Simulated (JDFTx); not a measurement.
Crystal: Ga.

```
CELL_PARAMETERS angstrom
1.45000 -4.06500 0.00000
1.45000 4.06500 0.00000
0.00000 0.00000 3.17000
ATOMIC_POSITIONS crystal
Ga 0.13300 0.86700 0.75000
Ga 0.86700 0.13300 0.25000
```

This isn't the form of Ga at room conditions, which is orthorhombic.

| Item | Value |
| --- | --- |
| Program | JDFTx 1.7.0 (patched build) |
| Task | single point |
| Functional | PBEsol |
| Potentials or basis | PseudoDojo-SR-PBEsol-0.4.1-standard with smoothed tails |
| Cutoff | 1088 eV |
| Density cutoff | 8708 eV |
| k mesh | 10 × 10 × 8 |
| Occupations | fermi-dirac, width 0.05 eV |
| Spin | no spin polarisation |

On this cell: pressure -2.1 GPa; largest force 0.211 eV/Å; band gap on the k mesh none (metal or under the smearing width).

The same run follows on a disturbed copy (atoms moved at random, drawn with an rms of 0.05 Å):

```
CELL_PARAMETERS angstrom
1.45000 -4.06500 0.00000
1.45000 4.06500 0.00000
0.00000 0.00000 3.17000
ATOMIC_POSITIONS crystal
Ga 0.14265 0.88362 0.75216
Ga 0.86304 0.14619 0.26198
```

Task: What does the disturbed cell give?

Result: The energy (extrapolated to zero smearing) moves by -1.9 meV/atom; pressure -2.0 GPa; largest force 0.057 eV/Å; band gap on the k mesh none (metal or under the smearing width).

Forces in eV/Å, atoms in the order of the input:
```
Ga  -0.009 -0.024  0.051
Ga   0.009  0.024 -0.051
```

Stress tensor (GPa, compression positive):
```
-3.17 -0.05 -0.01
-0.05 -1.99  0.00
-0.01  0.00 -0.98
```
